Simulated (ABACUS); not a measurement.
TiC under changes of volume

One of the cells (10.158 Å³/atom); the others are scaled copies at fixed shape and fractional positions:

```
Ti C
1.0
     0.00000    2.16572    2.16572
     2.16572    0.00000    2.16572
     2.16572    2.16572    0.00000
Ti C
1 1
Direct
  0.00000 0.00000 0.00000
  0.50000 0.50000 0.50000
```

The cell is a database's computed one.

| Quantity | Value |
| --- | --- |
| Program | ABACUS 3.10.1 |
| Functional | PBEsol |
| Potentials or basis | PseudoDojo NC SR 0.4.1 PBEsol standard |
| Cutoff | 1143 eV |
| Density cutoff | 4572 eV |
| Basis | plane waves |
| k mesh | 11 × 11 × 11 |
| Occupations | fermi-dirac, width 0.05 eV |
| Spin | no spin polarisation |

| volume (Å³/atom) | energy over the lowest point (meV/atom) | pressure (GPa) |
| --- | --- | --- |
| 9.548 | ? | ? |
| 9.752 | 1.74 | 4.2 |
| 9.955 | 0.00 | -1.5 |
| 10.158 | 5.06 | -6.5 |
| 10.361 | 16.26 | -11.2 |
| 10.564 | 32.99 | -15.3 |
| 10.767 | 54.72 | -19.0 |

Problem. What does the run at 9.548 Å³/atom give?

Solution. Energy over the lowest point 11.01 meV/atom; pressure 10.4 GPa.

Worked out: A Birch-Murnaghan fit of order 3 (a polynomial in V^(-2/3)) to the other rows has its minimum at 9.90 Å³/atom with B0 = V·E''(V) = 269 GPa and B' = 4.0. It gives 11.09 meV/atom at 9.548 Å³/atom, against the run's 11.01, and -dE/dV = 10.5 GPa, against 10.4.

Energies are extrapolated to zero smearing.
